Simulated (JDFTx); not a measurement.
AlN, 2 atoms in the cell. The structure is cubic, space group F-43m (No. 216). Conventional cell: a = 4.368 Å, b = 4.368 Å, c = 4.368 Å, α = 90.00°, β = 90.00°, γ = 90.00°. Around Al (site symmetry -43m) lie 4 N at 1.89 Å. N (site symmetry -43m) is surrounded by 4 Al at 1.89 Å. Measurements of this composition are mostly on another form, of space group No. 186.

```yaml
Program: JDFTx 1.7.0 (patched build)
Task: band structure
Functional: PBEsol
Potentials_or_basis: PseudoDojo-SR-PBEsol-0.4.1-standard
Cutoff: 1143 eV
Density_cutoff: 9143 eV
k_mesh: 10 × 10 × 10
Occupations: fermi-dirac, width 0.05 eV
Spin: no spin polarisation
Band_ratio_of_the_Davidson_solver: 1.3
Bands: 9
Density_cutoff_over_wavefunction_cutoff: 8
Max_SCF_steps: 30
SCF_threshold_on_the_energy: 1e-06 Ha
Solver_of_the_electrons: minimize
Further_solve_for_the_empty_bands: no
Start: density of an earlier self-consistent run, held fixed
Path: G-X-W-K-G-L-U-W-L-K-U-X
```

Potentials or basis: PseudoDojo-SR-PBEsol-0.4.1-standard.

The run is started by

```sh
$ jdftx -c 1 -i bands.in -o bands.out
```

Hardware: 1 thread of Arm Neoverse V1 (shared host).

Question: How long does it take, and how much memory?

Answer: Wall time 13 s on 1 thread of Arm Neoverse V1, with other jobs on the host, peak memory 0.11 GiB. Counts: scf iterations 0, bands 9, plane waves 1825.
